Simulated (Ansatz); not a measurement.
The reference is AlSb in the zinc blende structure (space group F-43m, No. 216; a = 6.157 Å). Axes: x, y, z lie along the cube axes.

One thing is altered: biaxial strain +1.29 %, plane normal [110], relaxed out of plane (Cartesian); in-plane vectors clamped, the third vector and the atoms free.

Levels (all Ansatz, a quantum-chemistry and plane-wave program, PAW, earlier PAW set): PBEsol (420 eV, scalar-relativistic without spin-orbit coupling); HSE06+SOC (420 eV, noncollinear with spin-orbit coupling).

The geometry is relaxed with PBEsol.

```
Quantity                                      Value
----------------------------  ---------------------
PBEsol band gap                             1.04 eV
PBEsol valence-band top at Γ  0.00, -0.14, -0.16 eV
```

**Question.** Predict the band gap and valence-band top at Γ from HSE06+SOC.

**Answer.** The band gap rises by 0.451 eV (1.04 eV → 1.50 eV); the valence-band top at Γ (three highest Kramers pairs, from the VBM) changes from 0.00, -0.14, -0.16 eV to 0.00, -0.12, -0.79 eV.

A biaxial case was relaxed in a doubled cell and then solved in the primitive one. Single points use the geometry relaxed with PBEsol. HSE06 was sampled on its mesh, a few special points and the semilocal edge points, so its gap is an upper bound. The spin-orbit shifts are approximate. With Sb present, leaving out spin-orbit coupling can change the band edges. Whether these cells are dynamically stable was not tested.
